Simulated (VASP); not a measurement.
# ZnS (F-43m) in VASP: notebook

The runs below take ZnS through band structure, Born charges and dielectric tensor, with PBE.

Program: VASP 6.6.1. These are calculated values, not measurements. Logs are shortened: lines on timing, memory, paths and dates and some standing lists are left out, and cuts for length are marked.

**The experiment to reproduce.**

From “Electronic, vibrational, and thermodynamic properties of ZnS (zincblende and rocksalt structure)”, 2009, arxiv:0911.5022, for a bulk crystal of ZnS at 19 K: band gap 3.85 eV (direct).

From a printed reference work, monograph, for a bulk crystal of ZnS: high-frequency dielectric constant 5.14.

How close the calculation comes is told below.

## 1. The crystal as given

Symmetry: F-43m, No. 216, cubic system. The conventional cell has a = 5.448 Å, b = 5.448 Å, c = 5.448 Å, α = 90.00°, β = 90.00°, γ = 90.00°. Zn (site symmetry -43m) has 4 S at 2.36 Å as nearest neighbours. S (site symmetry -43m) has 4 Zn at 2.36 Å as nearest neighbours.

## 2. Band structure, PBE

POSCAR

```
ZnS                                     
1.0
    0.0000000000      2.7237985816      2.7237985816
    2.7237985816      0.0000000000      2.7237985816
    2.7237985816      2.7237985816      0.0000000000
  Zn              S             
     1     1
Direct
     0.2500000000000000    0.2500000000000000    0.2500000000000000
     0.0000000000000000    0.0000000000000000    0.0000000000000000
```

INCAR.step1

```
  PREC = Accurate
  ENCUT = 520
  EDIFF = 1E-7
  ISMEAR = 0
  SIGMA = 0.02
  LREAL = False
  LASPH = True
  NELM = 100
  ALGO = Normal
  ISIF = 2
  LWAVE = False
  LCHARG = True
  GGA = PE
  NBANDS = 16
```

KPOINTS.step1

```
regular mesh
0
Gamma
  6 6 6
```

INCAR.step2

```
  PREC = Accurate
  ENCUT = 520
  EDIFF = 1E-7
  ISMEAR = 0
  SIGMA = 0.05
  LREAL = False
  LASPH = True
  NELM = 100
  ALGO = Normal
  ISIF = 2
  LWAVE = False
  LCHARG = False
  GGA = PE
  NBANDS = 16
  ICHARG = 11
```

KPOINTS.step2

```
path GXWKGLUWLK,UX
15
line-mode
reciprocal
 0.0000000000  0.0000000000  0.0000000000  G
 0.5000000000  0.0000000000  0.5000000000  X

 0.5000000000  0.0000000000  0.5000000000  X
 0.5000000000  0.2500000000  0.7500000000  W

 0.5000000000  0.2500000000  0.7500000000  W
 0.3750000000  0.3750000000  0.7500000000  K

 0.3750000000  0.3750000000  0.7500000000  K
 0.0000000000  0.0000000000  0.0000000000  G

 0.0000000000  0.0000000000  0.0000000000  G
 0.5000000000  0.5000000000  0.5000000000  L

 0.5000000000  0.5000000000  0.5000000000  L
 0.6250000000  0.2500000000  0.6250000000  U

 0.6250000000  0.2500000000  0.6250000000  U
 0.5000000000  0.2500000000  0.7500000000  W

 0.5000000000  0.2500000000  0.7500000000  W
 0.5000000000  0.5000000000  0.5000000000  L

 0.5000000000  0.5000000000  0.5000000000  L
 0.3750000000  0.3750000000  0.7500000000  K

 0.6250000000  0.2500000000  0.6250000000  U
 0.5000000000  0.0000000000  0.5000000000  X
```

Potentials or basis: VASP PAW PBE potentials, release 64 (Zn, S).

On the command line:

```
> cat potpaw_PBE.64/Zn/POTCAR potpaw_PBE.64/S/POTCAR > POTCAR
> cp INCAR.step1 INCAR
> cp KPOINTS.step1 KPOINTS
> mpirun -np 1 vasp_std > vasp.out
> cp INCAR.step2 INCAR
> cp KPOINTS.step2 KPOINTS
> mpirun -np 1 vasp_std > vasp.out
```

OUTCAR:

```text
PREC = Accurate
   ENCUT = 520
   EDIFF = 1E-7
   ISMEAR = 0
   LREAL = False
   LASPH = True
   NELM = 100
   ISIF = 2
   GGA = PE
   ICHARG = 11

 ion  position               nearest neighbor table
   1  0.250  0.250  0.250-   2 2.36   2 2.36   2 2.36   2 2.36
   2  0.000  0.000  0.000-   1 2.36   1 2.36   1 2.36   1 2.36

  LATTYP: Found a face centered cubic cell.
 ALAT       =     5.4475971632

  Lattice vectors:

 A1 = (   0.0000000000,   2.7237985816,   2.7237985816)
 A2 = (   2.7237985816,   0.0000000000,   2.7237985816)
 A3 = (   2.7237985816,   2.7237985816,   0.0000000000)

Analysis of symmetry for initial positions (statically):
=====================================================================
 Subroutine PRICEL returns:
 Original cell was already a primitive cell.

 Routine SETGRP: Setting up the symmetry group for a
 face centered cubic supercell.

 Subroutine GETGRP returns: Found 24 space group operations
 (whereof 24 operations were pure point group operations)
 out of a pool of 48 trial point group operations.

The static configuration has the point symmetry T_d .

Analysis of symmetry for dynamics (positions and initial velocities):
=====================================================================
 Subroutine PRICEL returns:
 Original cell was already a primitive cell.

 Routine SETGRP: Setting up the symmetry group for a
 face centered cubic supercell.

 Subroutine GETGRP returns: Found 24 space group operations
 (whereof 24 operations were pure point group operations)
 out of a pool of 48 trial point group operations.

The dynamic configuration has the point symmetry T_d .

 Subroutine INISYM returns: Found 24 space group operations
 (whereof 24 operations are pure point group operations),
 and found     1 'primitive' translations

----------------------------------------------------------------------------------------

                                     Primitive cell

  volume of cell :      40.4162

  direct lattice vectors                    reciprocal lattice vectors
     0.000000000  2.723798582  2.723798582    -0.183567171  0.183567171  0.183567171
     2.723798582  0.000000000  2.723798582     0.183567171 -0.183567171  0.183567171
     2.723798582  2.723798582  0.000000000     0.183567171  0.183567171 -0.183567171

  length of vectors
     3.852032895  3.852032895  3.852032895     0.317947667  0.317947667  0.317947667

  position of ions in fractional coordinates (direct lattice)
     0.250000000  0.250000000  0.250000000
     0.000000000  0.000000000  0.000000000

[... 67 lines left out ...]
   LASPH  =      T    aspherical Exc in radial PAW
   ENCUT  =  520.0 eV  38.22 Ry    6.18 a.u.   7.16  7.16  7.16*2*pi/ulx,y,z
   NELM   =    100;   NELMIN=  2; NELMDL=  0     # of ELM steps
   EDIFF  = 0.1E-06   stopping-criterion for ELM
   LREAL  =      F    real-space projection
   EDIFFG = 0.1E-05   stopping-criterion for IOM
   NSW    =      0    number of steps for IOM
   IBRION =     -1    ionic relax: 0-MD 1-quasi-New 2-CG
   NFREE  =      0    steps in history (QN), initial steepest desc. (CG)
   ISIF   =      2    stress and relaxation
   ISYM   =      2    0-nonsym 1-usesym 2-fastsym
   POTIM  = 0.5000    time-step for ionic-motion
   TEBEG  =    0.0;   TEEND  =   0.0 temperature during run
   PSTRESS=    0.0 pullay stress
   NELECT =      18.0000    total number of electrons
   NUPDOWN=      -1.0000    fix difference up-down
   EMIN   =  10.00;   EMAX   =-10.00  energy-range for DOS
   EFERMI =   0.00;   METHOD = LEGACY
   ISMEAR =     0;   SIGMA  =   0.05  broadening in eV -4-tet -1-fermi 0-gaus
   EFERMI_NEDOS =   21; number of points for ismear=-14 and -15
   IALGO  =     38    algorithm
   IMIX   =      4    mixing-type and parameters
     AMIX     =   0.40;   BMIX     =  1.00
     AMIX_MAG =   1.60;   BMIX_MAG =  1.00
  volume/ion in A,a.u.               =      20.21       136.37
  Fermi-wavevector in a.u.,A,eV,Ry     =   1.250203  2.362542 21.266022  1.563009
  Thomas-Fermi vector in A             =   2.384209
   LORBIT       =      0    0 simple, 1 ext, 2 COOP (PROOUT), +10 PAW based schemes
   GGA     = PE    functional components
   LHFCALC =     F    Hartree Fock is set to
   AEXX    =    0.0000 exact exchange contribution
   IVDW    =     0    specifies the selected vdW correction
   LEPSILON=     F    determine dielectric tensor
   LRPA    =     F    only Hartree local field effects (RPA)
 non-spin polarized calculation
 Gauss-broadening in eV      SIGMA  =   0.05
  energy-cutoff  :      520.00
  volume of cell :       40.42
 maximum number of plane-waves:      1106
 NGX is ok and might be reduce to    30

 number of electron      18.0000007 magnetization

 Free energy of the ion-electron system (eV)
  ---------------------------------------------------
  ext. energy  EPLUGINS =         0.00000000
  ---------------------------------------------------
  free energy    TOTEN  =        -7.12707858 eV

  energy without entropy =       -7.12707858  energy(sigma->0) =       -7.12707858

 E-fermi :   2.1619     XC(G=0):  -9.5160

 val. band max:        1.8872476949   @ k =   0.0000   0.0000   0.0000
 cond. band min:       3.8959872373   @ k =   0.0000   0.0000   0.0000
 fundamental gap:      2.0087395424
 Fermi energy:         2.1618992080

 k-point     1 :       0.0000    0.0000    0.0000
  band No.  band energies     occupation
      1     -11.0876      2.00000
      2      -4.3611      2.00000
      3      -4.3611      2.00000
      4      -4.3611      2.00000
      5      -3.8899      2.00000
      6      -3.8899      2.00000
[... 433 lines left out ...]
      3      -4.0767      2.00000
      4      -4.0101      2.00000
      5      -3.8541      2.00000
      6      -3.5799      2.00000
[... 8 lines left out ...]
     15      15.7007      0.00000
     16      16.6010      0.00000

 [... further k-points ...]
[... 5 lines left out ...]
  --------------------------------------------------------------------------------------
  -------------------------------------------------------------------------------------
  Total       -1.0750622     -1.0750622     -1.0750622     -0.0000000     -0.0000000      0.0000000
  in kB      -42.6176216    -42.6176216    -42.6176216     -0.0000000     -0.0000000      0.0000000
  external PRESSURE =     -42.6176216 kB  Pullay stress =       0.0000000 kB

 VOLUME and BASIS-vectors are now :
 -----------------------------------------------------------------------------
  energy-cutoff  :      520.00
  volume of cell :       40.42
      direct lattice vectors                 reciprocal lattice vectors
     0.000000000  2.723798582  2.723798582    -0.183567171  0.183567171  0.183567171
     2.723798582  0.000000000  2.723798582     0.183567171 -0.183567171  0.183567171
     2.723798582  2.723798582  0.000000000     0.183567171  0.183567171 -0.183567171

 POSITION                                       TOTAL-FORCE (eV/Angst)
 -----------------------------------------------------------------------------------
      1.36190      1.36190      1.36190         0.000000      0.000000     -0.000000
      0.00000      0.00000      0.00000        -0.000000     -0.000000      0.000000
 -----------------------------------------------------------------------------------
    total drift:                                0.000000      0.000000      0.000000

  FREE ENERGIE OF THE ION-ELECTRON SYSTEM (eV)
  ---------------------------------------------------
  free  energy   TOTEN  =        -7.1270785804 eV

  energy  without entropy=       -7.1270785804  energy(sigma->0) =       -7.12707858
```

Wall time 68 s (1 thread of Intel Xeon Platinum 8259CL at 2.50GHz (Skylake/Cascade Lake), shared host); peak memory 0.22 GiB.

Results:

| Quantity | Value |
| --- | --- |
| Band gap on the k mesh | 2.01 eV, direct |
| Band gap along the path | 2.01 eV, direct |

Levels at the corners of the path, in eV from the valence-band top:
| point | band 6 | band 7 | band 8 | band 9 | band 10 | band 11 | band 12 | band 13 |
| --- | --- | --- | --- | --- | --- | --- | --- | --- |
| Γ | -5.78 | 0.00 | 0.00 | 0.00 | 2.01 | 6.41 | 6.41 | 6.41 |
| X | -5.57 | -4.46 | -2.13 | -2.13 | 3.46 | 4.07 | 10.81 | 11.80 |
| X | -5.57 | -4.46 | -2.13 | -2.13 | 3.46 | 4.07 | 10.81 | 11.80 |
| W | -5.40 | -4.47 | -2.63 | -2.62 | 5.71 | 5.93 | 7.82 | 8.25 |
| W | -5.40 | -4.47 | -2.63 | -2.62 | 5.71 | 5.93 | 7.82 | 8.25 |
| K | -5.45 | -4.50 | -3.00 | -1.73 | 4.15 | 5.91 | 9.33 | 9.72 |
| K | -5.45 | -4.50 | -3.00 | -1.73 | 4.15 | 5.91 | 9.33 | 9.72 |
| Γ | -5.78 | 0.00 | 0.00 | 0.00 | 2.01 | 6.41 | 6.41 | 6.41 |
| Γ | -5.78 | 0.00 | 0.00 | 0.00 | 2.01 | 6.41 | 6.41 | 6.41 |
| L | -5.58 | -5.13 | -0.83 | -0.83 | 3.26 | 6.94 | 6.94 | 8.78 |
| L | -5.58 | -5.13 | -0.83 | -0.83 | 3.26 | 6.94 | 6.94 | 8.78 |
| U | -5.45 | -4.50 | -3.00 | -1.73 | 4.15 | 5.91 | 9.33 | 9.72 |
| U | -5.45 | -4.50 | -3.00 | -1.73 | 4.15 | 5.91 | 9.33 | 9.72 |
| W | -5.40 | -4.47 | -2.63 | -2.62 | 5.71 | 5.93 | 7.82 | 8.25 |
| W | -5.40 | -4.47 | -2.63 | -2.62 | 5.71 | 5.93 | 7.82 | 8.25 |
| L | -5.58 | -5.13 | -0.83 | -0.83 | 3.26 | 6.94 | 6.94 | 8.78 |
| L | -5.58 | -5.13 | -0.83 | -0.83 | 3.26 | 6.94 | 6.94 | 8.78 |
| K | -5.45 | -4.50 | -3.00 | -1.73 | 4.15 | 5.91 | 9.33 | 9.72 |
| U | -5.45 | -4.50 | -3.00 | -1.73 | 4.15 | 5.91 | 9.33 | 9.72 |
| X | -5.57 | -4.46 | -2.13 | -2.13 | 3.46 | 4.07 | 10.81 | 11.80 |

Caveat: the log is that of the step along the path at fixed density, whose energy, stress, charges and moments have no meaning.

## 3. Born charges and dielectric tensor, PBE

INCAR

```
SYSTEM = ZnS
PREC     = Accurate       ! precision mode
ENCUT    = 520            ! plane-wave cutoff, eV
EDIFF    = 1E-8           ! SCF threshold, eV
ISMEAR   = 0              ! smearing method
SIGMA    = 0.02           ! smearing width, eV
LREAL    = .False.        ! projectors in reciprocal space
LASPH    = .True.         ! aspherical terms in the spheres
NELM     = 100            ! most SCF steps
ALGO     = Normal         ! electronic algorithm
ISIF     = 2              ! what is computed and relaxed
LWAVE    = .False.        ! write WAVECAR
LCHARG   = .False.        ! write CHGCAR
GGA      = PE             ! functional
LEPSILON = .True.         ! dielectric tensor by DFPT
IBRION   = 8              ! ionic algorithm
NSW      = 1              ! ionic steps
```

KPOINTS

```
regular mesh
0
Gamma
  6 6 6
  0 0 0
```

POSCAR is that of step 2.

Potentials or basis: VASP PAW PBE potentials, release 64 (Zn, S).

On the command line:

```
> cat potpaw_PBE.64/Zn/POTCAR potpaw_PBE.64/S/POTCAR > POTCAR
> mpirun -np 1 vasp_std > vasp.out
```

OUTCAR:

```text
SYSTEM = ZnS
   PREC = Accurate
   ENCUT = 520
   EDIFF = 1E-8
   ISMEAR = 0
   LREAL = .False.
   LASPH = .True.
   NELM = 100
   ISIF = 2
   GGA = PE
   LEPSILON = .True.
   IBRION = 8
   NSW = 1

 ion  position               nearest neighbor table
   1  0.250  0.250  0.250-   2 2.36   2 2.36   2 2.36   2 2.36
   2  0.000  0.000  0.000-   1 2.36   1 2.36   1 2.36   1 2.36

  LATTYP: Found a face centered cubic cell.
 ALAT       =     5.4475971632

  Lattice vectors:

 A1 = (   0.0000000000,   2.7237985816,   2.7237985816)
 A2 = (   2.7237985816,   0.0000000000,   2.7237985816)
 A3 = (   2.7237985816,   2.7237985816,   0.0000000000)

Analysis of symmetry for initial positions (statically):
[... 550 lines left out ...]
  z     0.00000     0.00000     0.00000     4.71637     0.00000     0.00000

 SECOND DERIVATIVES (NOT SYMMETRIZED)
 ------------------------------------
               1X          1Y          1Z          2X          2Y          2Z
  1X    -5.351912    0.000000    0.000000    5.351912    0.000000    0.000000
  1Y     0.000000   -5.351912    0.000000    0.000000    5.351912    0.000000
  1Z     0.000000    0.000000   -5.351912    0.000000    0.000000    5.351912
  2X     5.340703    0.000000    0.000000   -5.340703    0.000000    0.000000
  2Y     0.000000    5.340703    0.000000    0.000000   -5.340703    0.000000
  2Z     0.000000    0.000000    5.340703    0.000000    0.000000   -5.340703

 Eigenvectors and eigenvalues of the dynamical matrix
 ----------------------------------------------------

   1 f  =    7.791591 THz    48.956008 2PiTHz  259.899487 cm-1    32.223415 meV
             X         Y         Z           dx          dy          dz
      1.361899  1.361899  1.361899    -0.574015   -0.000000    0.000000
      0.000000  0.000000  0.000000     0.818845   -0.000000    0.000000
[... 21 lines left out ...]
   6 f/i=    0.003839 THz     0.024121 2PiTHz    0.128057 cm-1     0.015877 meV
             X         Y         Z           dx          dy          dz
      1.361899  1.361899  1.361899    -0.327679   -0.735479    0.149010
      0.000000  0.000000  0.000000    -0.229705   -0.515575    0.104457

--------------------------------------------------------------------------------------------------------

 MACROSCOPIC STATIC DIELECTRIC TENSOR IONIC CONTRIBUTION
 ------------------------------------------------------
           3.673646     0.000000     0.000000
           0.000000     3.673646     0.000000
           0.000000     0.000000     3.673646
 ------------------------------------------------------

 ELASTIC MODULI CONTR FROM IONIC RELAXATION (kBar)
 Direction    XX          YY          ZZ          XY          YZ          ZX
 --------------------------------------------------------------------------------
 XX          -0.0000     -0.0000     -0.0000     -0.0000     -0.0000     -0.0000
 YY          -0.0000     -0.0000     -0.0000     -0.0000     -0.0000     -0.0000
 ZZ          -0.0000     -0.0000     -0.0000     -0.0000     -0.0000     -0.0000
 XY          -0.0000     -0.0000     -0.0000   -164.9646     -0.0000     -0.0000
 YZ          -0.0000     -0.0000     -0.0000     -0.0000   -164.9646     -0.0000
 ZX          -0.0000     -0.0000     -0.0000     -0.0000     -0.0000   -164.9646
 --------------------------------------------------------------------------------

 PIEZOELECTRIC TENSOR IONIC CONTR  for field in x, y, z        (C/m^2)
          XX          YY          ZZ          XY          YZ          ZX
  --------------------------------------------------------------------------------
  x    -0.00000    -0.00000    -0.00000    -0.00000    -0.73251    -0.00000
  y    -0.00000    -0.00000    -0.00000    -0.00000    -0.00000    -0.73251
  z    -0.00000    -0.00000    -0.00000    -0.73251    -0.00000    -0.00000
```

OSZICAR:

```text
N       E                     dE             d eps       ncg     rms          rms(c)
DAV:   1     0.820182094655E+02    0.82018E+02   -0.86741E+03   416   0.162E+03
DAV:   2    -0.178971539716E+01   -0.83808E+02   -0.80046E+02   469   0.283E+02
DAV:   3    -0.721544793666E+01   -0.54257E+01   -0.53975E+01   526   0.690E+01
[... 12 lines left out ...]
RMM:   7    -0.105885171938E+00   -0.73947E-05    0.38220E-08  1971   0.202E-03    0.580E-04
RMM:   8    -0.105882166053E+00    0.30059E-05    0.62581E-08  2115   0.639E-04    0.104E-04
RMM:   9    -0.105880931073E+00    0.12350E-05    0.40286E-08  1986   0.275E-04    0.129E-04
RMM:  10    -0.105881649500E+00   -0.71843E-06    0.11486E-08  1969   0.119E-04    0.138E-05
RMM:  11    -0.105881794816E+00   -0.14532E-06    0.11208E-08  2176   0.444E-05    0.127E-05
RMM:  12    -0.105881789764E+00    0.50518E-08    0.18628E-08  2069   0.114E-05    0.148E-06
 Linear response finished
```

It took 4.6 min on 1 thread of Intel Xeon Platinum 8259CL at 2.50GHz (Skylake/Cascade Lake), shared host; peak memory 0.23 GiB.

Results:

* Band gap on the k mesh: 2.01 eV, direct
* Electronic dielectric tensor (diagonal): 6.36
* Born charges (mean of the diagonal): Zn +2.09; S -2.09 e
* Highest phonon frequency at Γ, LO-TO splitting left out: 260 cm⁻¹

Phonon frequencies in cm⁻¹ (negative: imaginary):
| q point | frequencies |
| --- | --- |
| (0.000, 0.000, 0.000) | 0 0 0 260 260 260 |

Electronic dielectric tensor:
```
6.36 0.00 0.00
0.00 6.36 0.00
0.00 0.00 6.36
```

Born effective charge tensors (e):
atom 1, Zn
```
2.09 0.00 0.00
0.00 2.09 0.00
0.00 0.00 2.09
```
atom 2, S
```
-2.09  0.00  0.00
 0.00 -2.09  0.00
 0.00  0.00 -2.09
```

## 4. Comparison with measurements

Step 2. Measured gap of ZnS: 3.85 eV (direct; 19 K; quoted in “Electronic, vibrational, and thermodynamic properties of ZnS (zincblende and rocksalt structure)”, 2009, arxiv:0911.5022). This calculation gives 2.01 eV (-1.84 eV). The value is that of PBE, without temperature or zero-point motion. Semilocal functionals fall short of measured gaps as a rule.

Step 3. A measured gap of ZnS is 3.85 eV (direct; 19 K; quoted in “Electronic, vibrational, and thermodynamic properties of ZnS (zincblende and rocksalt structure)”, 2009, arxiv:0911.5022); the calculated 2.01 eV misses it by -1.84 eV. The value is that of PBE, without temperature or zero-point motion. Semilocal functionals fall short of measured gaps as a rule. Measured high-frequency dielectric constant of ZnS: 5.14 (a printed reference work, monograph). This calculation gives 6.36 (+23.6 %).
